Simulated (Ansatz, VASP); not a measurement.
**Two plane-wave programs on Tl**

```xyz
1
Lattice="-2.1086 2.1086 1.6447 2.1086 -2.1086 1.6447 2.1086 2.1086 -1.6447" Properties=species:S:1:pos:R:3 pbc="T T T"
Tl    0.0000    0.0000    0.0000
```

Alike in both runs: task single point; functional PBEsol; k mesh 20 × 20 × 20; occupations gaussian, width 0.15 eV; no spin polarisation.

|  | VASP | Ansatz |
| --- | --- | --- |
| version | VASP 6.6.1 | Ansatz 0.2.0 |
| potentials or method | VASP PAW PBE potentials, release 64 (Tl_d) | scalar-relativistic, plane waves, PAW |
| plane-wave cutoff (eV) | 520 | 420 |
| valence electrons in the cell | 13 | 13 |

|  | VASP | Ansatz | Ansatz less VASP |
| --- | --- | --- | --- |
| gap on the k mesh at the Fermi level (eV) | none | none | - |
| pressure (GPa) | -0.4 | -0.4 | +0.07 |
| largest component of the traceless stress (GPa) | 1.81 | 1.81 | 0.000 |

A gap of «none» marks a metal or a gap that the smearing closes.

Caveats: the PAW data sets were made with another functional, which shifts forces and pressure a little (VASP). The runs have no spin-orbit coupling, so splittings on Tl are missing.
